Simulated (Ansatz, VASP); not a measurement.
This is a calculation of C for Ansatz 0.2.0.

File input.yaml:

```yaml
crystal:
  lattice:
    - [4.1976606529, 0.0, 0.0]
    - [0.0, 4.1976606529, 0.0]
    - [0.0, 0.0, 1.2649596323]
  atoms:
    - { symbol: C, position: [0.5, 0.5, 0.5] }
hamiltonian:
  xc: pbe
  pseudopotentials: { kind: paw }
kpoints:
  mp_grid: { grid: [6, 6, 20] }
scf:
  occupations: { method: fermi_dirac, width: 0.05 }
output:
  forces: true
  stress: true
  eigenvalues: true
```

Potentials or basis: Ansatz PAW.

Launch:

```console
$ ansatz run input.yaml --threads 1 --pin off --max-ram 3584MiB --backend cpu --events-out ev --progress --plain --runs-dir out
```

Problem. Translate it to VASP 6.6.1. Potentials there: VASP PAW PBE potentials, release 64 (C).

Solution. As run (the cutoff follows the program's own potentials):

INCAR

```
ALGO = Normal
EDIFF = 1E-6
ENCUT = 520
GGA = PE
ISIF = 2
ISMEAR = -1
LASPH = T
LCHARG = F
LREAL = F
LWAVE = F
NBANDS = 8
NELM = 60
PREC = Accurate
SIGMA = 0.05
```

File KPOINTS:

```
k-points
0
Gamma
  6 6 20
```

POSCAR

```
C
1.0
    4.1976606529      0.0000000000      0.0000000000
    0.0000000000      4.1976606529      0.0000000000
    0.0000000000      0.0000000000      1.2649596323
C
1
Direct
    0.5000000000      0.5000000000      0.5000000000
```

Potentials or basis: VASP PAW PBE potentials, release 64 (C).

The run is started by

```bash
$ cat potpaw_PBE.64/C/POTCAR > POTCAR
$ mpirun -np 1 vasp_std > vasp.out
```

Both were run:

|  | VASP | Ansatz | Ansatz less VASP |
| --- | --- | --- | --- |
| gap on the k mesh at the Fermi level (eV) | none | none | - |
| pressure (GPa) | 4.3 | 4.4 | +0.12 |
| largest component of the traceless stress (GPa) | 9.52 | 9.70 | +0.180 |

A gap of «none» marks a metal or a gap that the smearing closes.
